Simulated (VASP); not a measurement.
Set up this calculation in VASP 6.6.1, as the native input.

- Task: band structure
- Functional: PBEsol
- Potentials or basis: VASP PAW PBE potentials, release 64 (Te)
- Cutoff: 520 eV
- k mesh: 7 × 7 × 7
- Occupations: fermi-dirac, width 0.05 eV
- Spin: no spin polarisation
- Further INCAR settings: ALGO = Fast; EDIFF = 1e-06; NBANDS = 9

The system is Te.

```
CELL_PARAMETERS angstrom
2.30590 1.33131 1.69095
-2.30590 1.33131 1.69095
0.00000 -2.66263 1.69095
ATOMIC_POSITIONS crystal
Te 0.50000 0.50000 0.50000
```

This isn't the form of Te at room conditions, which is trigonal, of chains.

The input as run:

POSCAR

```
Te
1.0
    2.3059043427      1.3313144930      1.6909537039
   -2.3059043427      1.3313144930      1.6909537039
    0.0000000000     -2.6626289860      1.6909537039
Te
1
Direct
    0.5000000000      0.5000000000      0.5000000000
```

INCAR.step1

```
  PREC = Accurate
  ENCUT = 520
  EDIFF = 1E-6
  ISMEAR = -1
  SIGMA = 0.05
  LREAL = False
  LASPH = True
  NELM = 60
  ALGO = Fast
  ISIF = 2
  LWAVE = False
  LCHARG = True
  GGA = PS
  NBANDS = 9
```

KPOINTS.step1

```
regular mesh
0
Gamma
  7 7 7
```

INCAR.step2

```
  PREC = Accurate
  ENCUT = 520
  EDIFF = 1E-6
  ISMEAR = 0
  SIGMA = 0.05
  LREAL = False
  LASPH = True
  NELM = 60
  ALGO = Fast
  ISIF = 2
  LWAVE = False
  LCHARG = False
  GGA = PS
  NBANDS = 9
  ICHARG = 11
```

KPOINTS.step2

```
path GPZQGFP1Q1LZ
10
line-mode
reciprocal
 0.0000000000  0.0000000000  0.0000000000  G
 0.4677709699 -0.5322290301  0.4677709699  P

 0.4677709699 -0.5322290301  0.4677709699  P
 0.5000000000 -0.5000000000  0.5000000000  Z

 0.5000000000 -0.5000000000  0.5000000000  Z
 0.4355419398  0.4355419398  0.4355419398  Q

 0.4355419398  0.4355419398  0.4355419398  Q
 0.0000000000  0.0000000000  0.0000000000  G

 0.0000000000  0.0000000000  0.0000000000  G
 0.5000000000 -0.5000000000  0.0000000000  F

 0.5000000000 -0.5000000000  0.0000000000  F
 0.5322290301 -0.4677709699 -0.4677709699  P1

 0.5322290301 -0.4677709699 -0.4677709699  P1
 0.5644580602 -0.4355419398 -0.4355419398  Q1

 0.5644580602 -0.4355419398 -0.4355419398  Q1
 0.5000000000  0.0000000000  0.0000000000  L

 0.5000000000  0.0000000000  0.0000000000  L
 0.5000000000 -0.5000000000  0.5000000000  Z
```

Potentials or basis: VASP PAW PBE potentials, release 64 (Te).

Launch:

```bash
$ cat potpaw_PBE.64/Te/POTCAR > POTCAR
$ cp INCAR.step1 INCAR
$ cp KPOINTS.step1 KPOINTS
$ mpirun -np 1 vasp_std > vasp.out
$ cp INCAR.step2 INCAR
$ cp KPOINTS.step2 KPOINTS
$ mpirun -np 1 vasp_std > vasp.out
```

It gave:

- Band gap along the path: none (metal or under the smearing width)

Caveat: the log is that of the step along the path at fixed density, whose energy, stress, charges and moments have no meaning; spin-orbit coupling is left out, which moves the levels of the heavy elements.

Run time: 6.1 s on 1 thread of Intel(R) Xeon(R) 6975P-C (Granite Rapids), with other jobs on the host, peak memory 0.14 GiB.
